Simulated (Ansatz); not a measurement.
# HgS: a single-point run

Wanted: a converged single-point run for HgS, and a check of what comes out. The structure is shown as the input types it.

Computed with Ansatz 0.2.0 (density functional or hybrid calculation with the settings of its input, plane waves (as first typed), unless a step's input says otherwise).

6 further runs of the same task are left out: 1 for a known fault of the program, 5 that didn't finish.

**1. The starting structure**

The structure is cubic, space group F-43m (No. 216). The conventional cell has a = 5.930 Å, b = 5.930 Å, c = 5.930 Å, α = 90.00°, β = 90.00°, γ = 90.00°. Hg (site symmetry -43m) is surrounded by 4 S at 2.57 Å. Around S (site symmetry -43m) lie 4 Hg at 2.57 Å.

Coordinates:

```
CELL_PARAMETERS angstrom
0.00000 2.96519 2.96519
2.96519 0.00000 2.96519
2.96519 2.96519 0.00000
ATOMIC_POSITIONS crystal
Hg 0.00000 0.00000 0.00000
S 0.25000 0.25000 0.25000
```

**2. The calculation**

Contents of input.yaml:

```yaml
crystal:
  lattice:
    - [0.0, 2.965187139, 2.965187139]
    - [2.965187139, 0.0, 2.965187139]
    - [2.965187139, 2.965187139, 0.0]
  atoms:
    - { symbol: Hg, position: [0.0, 0.0, 0.0] }
    - { symbol: S, position: [0.25, 0.25, 0.25] }
kpoints:
  mp_grid: { grid: [6, 6, 6] }
hamiltonian:
  xc: pbe
scf:
  occupations: { method: fermi_dirac, width: 0.02 }
  n_extra_bands: 4
  max_iter: 73
output:
  forces: true
  stress: true
  eigenvalues: true
basis:
  ecutwfc: 40
```

Run with:

```console
> ansatz run input.yaml --threads 4 --pin off --max-ram 3686MiB --backend cpu --events-out ev --progress --plain --runs-dir out
```

Q: Will this input give a usable result? If not, why, and what should change?

The program finished normally, with warnings (cutoff below recommended). It gives a pressure of -2562 GPa, which is large.

In the input, basis.ecutwfc is 40. The basis cutoff is far too low: the plane waves can't represent the orbitals near the cores. The potentials' recommended cutoff is 420 eV.

Run again and compare: delete basis.ecutwfc (the default then holds).
